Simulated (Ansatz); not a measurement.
PbO2:

```
CELL_PARAMETERS angstrom
0.00000 2.70199 2.70199
2.70199 0.00000 2.70199
2.70199 2.70199 0.00000
ATOMIC_POSITIONS crystal
Pb 0.00000 0.00000 0.00000
O 0.75000 0.75000 0.75000
O 0.25000 0.25000 0.25000
```

The cell comes from a database or a generator and needn't be the stable form of this composition.

| Quantity | Value |
| --- | --- |
| Program | Ansatz 0.2.0 |
| Task | relaxation of cell and atoms |
| Functional | RPBE |
| Dispersion | D3(BJ) |
| Potentials or basis | Ansatz PAW |
| Cutoff | 420 eV (not typed: the program's choice for these potentials) |
| k mesh | 9 × 9 × 9 |
| Occupations | fermi-dirac, width 0.05 eV |
| Spin | no spin polarisation |

At the start: volume 13.15 Å³/atom.

**Question.** How do energy, volume and symmetry change on relaxing?

**Answer.** It ends after 7 steps and the volume is 11.95 Å³/atom (-9.1 %); space group Fm-3m (No. 225, to 0.05 Å).

Step by step:
```tsv
step	energy change (eV)	largest force (eV/Å)	volume (Å³)
1	0.0000	0.0000	39.45
2	-0.1591	0.0000	35.12
3	-0.1654	0.0000	36.07
4	-0.1662	0.0000	35.94
5	-0.1588	0.0000	35.94
6	-0.1593	0.0000	35.85
7	-0.1590	0.0000	35.85
```

Final structure:
```
Pb O
1.0
     0.00000    2.61706    2.61706
     2.61706    0.00000    2.61706
     2.61706    2.61706    0.00000
Pb O
1 2
Direct
  0.00000 0.00000 0.00000
  0.75000 0.75000 0.75000
  0.25000 0.25000 0.25000
```

Caveat: the plane-wave basis is chosen anew once the cell has moved, so the energies of steps on either side of that aren't comparable; the pressure holds a Pulay correction of +0.6 GPa for the finite cutoff; pairwise dispersion overbinds metals, which lowers pressure and volume; the PAW data sets come from PBE, with cores solved anew for the run's functional, which leaves a small shift of forces and pressure.
